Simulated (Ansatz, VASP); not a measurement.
BaHf3O2: VASP beside Ansatz

```
Ba Hf O
1.0
     3.16603    0.00000    0.00000
     0.00000    3.16603    0.00000
     0.00000    0.00000   10.77841
Ba Hf O
1 3 2
Cartesian
  0.0000 0.0000 5.3892
  1.5830 1.5830 8.5222
  1.5830 1.5830 2.2563
  0.0000 0.0000 0.0000
  0.0000 0.0000 2.4712
  0.0000 0.0000 8.3072
```

Alike in both runs: functional PBE; k mesh 6 × 6 × 2; occupations gaussian, width 0.1 eV; no spin polarisation.

Ansatz relaxed the structure, and its values are those at the end. VASP's run is a single point on that final structure, the one shown.

|  | VASP | Ansatz |
| --- | --- | --- |
| version | VASP 6.6.1 | Ansatz 0.2.0 |
| potentials or method | VASP PAW PBE potentials, release 64 (Ba_sv, Hf_pv, O) | scalar-relativistic, plane waves, PAW |
| plane-wave cutoff (eV) | 520 | 420 |
| valence electrons in the cell | 52 | 100 |

Ansatz gave:

```
gap on the k mesh at the Fermi level (eV) : none
pressure (GPa)                            : -0.1
rms of the force components (eV/Å)        : 0.004
```

Q: What did VASP give for the same quantities?

A: gap on the k mesh at the Fermi level (eV): none; pressure (GPa): -0.5; rms of the force components (eV/Å): 0.034.

A gap of «none» marks a metal or a gap that the smearing closes. The two sets of potentials don't hold the same shells in valence.

The runs have no spin-orbit coupling, so splittings on Ba, Hf are missing.
